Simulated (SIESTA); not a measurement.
Crystal: NaF (Villiaumite).

```xyz
2
Lattice="0.0000 2.3200 2.3200 2.3200 0.0000 2.3200 2.3200 2.3200 0.0000" Properties=species:S:1:pos:R:3 pbc="T T T"
Na    0.0000    0.0000    0.0000
F     2.3200    2.3200    2.3200
```

Base run:

```yaml
Program: SIESTA 5.4.2
Functional: AM05
Potentials_or_basis: PseudoDojo 0.4 standard (PBEsol files)
Basis: DZP (energy shift 0.003 Ry; two zetas on semicore shells)
Grid_cutoff: 800 Ry
Energy_shift: 0.003 Ry
k_mesh: 10 × 10 × 10
Occupations: fermi-dirac, width 0.05 eV
Spin: no spin polarisation
```

Its results: band gap on the k mesh 6.19 eV, direct; pressure 1.2 GPa.

Problem. After a change of settings the same cell gave: band gap on the k mesh 5.87 eV, direct; pressure -5.0 GPa. Which change was it?
A. functional from AM05 to PBEsol
B. functional from AM05 to vdW-DF-cx; potentials or basis from PseudoDojo 0.4 standard (PBEsol files) to PseudoDojo 0.4 standard (PBE files)
C. functional from AM05 to LDA; potentials or basis from PseudoDojo 0.4 standard (PBEsol files) to PseudoDojo 0.4 standard (LDA files)
D. functional from AM05 to BLYP; potentials or basis from PseudoDojo 0.4 standard (PBEsol files) to PseudoDojo 0.4 standard (PBE files)

Solution. C.

Caveats: the basis of atomic orbitals isn't converged, which shifts pressures, moduli and gaps; the potentials were made for another functional, which shifts forces and pressure (some runs).

Not every run made on this cell is shown here.
